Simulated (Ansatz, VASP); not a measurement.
## Al3Cu: VASP beside Ansatz

```xyz
4
Lattice="3.9242 0.0000 0.0000 0.0000 3.9242 0.0000 0.0000 0.0000 3.9242" Properties=species:S:1:pos:R:3 pbc="T T T"
Al    0.0000    1.9621    1.9621
Al    1.9621    0.0000    1.9621
Al    1.9621    1.9621    0.0000
Cu    0.0000    0.0000    0.0000
```

The cell comes from a database or a generator and needn't be the stable form of this composition.

Alike in both runs: task single point; functional PBEsol; dispersion D3(BJ); k mesh 6 × 6 × 6; no spin polarisation.

```csv
,VASP,Ansatz
version,VASP 6.6.1,Ansatz 0.2.0
potentials or method,"VASP PAW PBE potentials, release 64 (Al, Cu)","plane waves, PAW"
plane-wave cutoff (eV),520,463
occupations,"methfessel-paxton of order 1, width 0.1 eV","cold, width 0.1 eV"
valence electrons in the cell,20,28
```

```csv
,VASP,Ansatz,Ansatz less VASP
pressure (GPa),-6.2,-6.4,-0.21
dispersion energy (meV/atom),-361.1,-361.2,-0.10
```

The two sets of potentials don't hold the same shells in valence.

Caveats: the PAW data sets were made with another functional, which shifts forces and pressure a little (VASP); pairwise dispersion overbinds metals, which lowers pressure and volume.
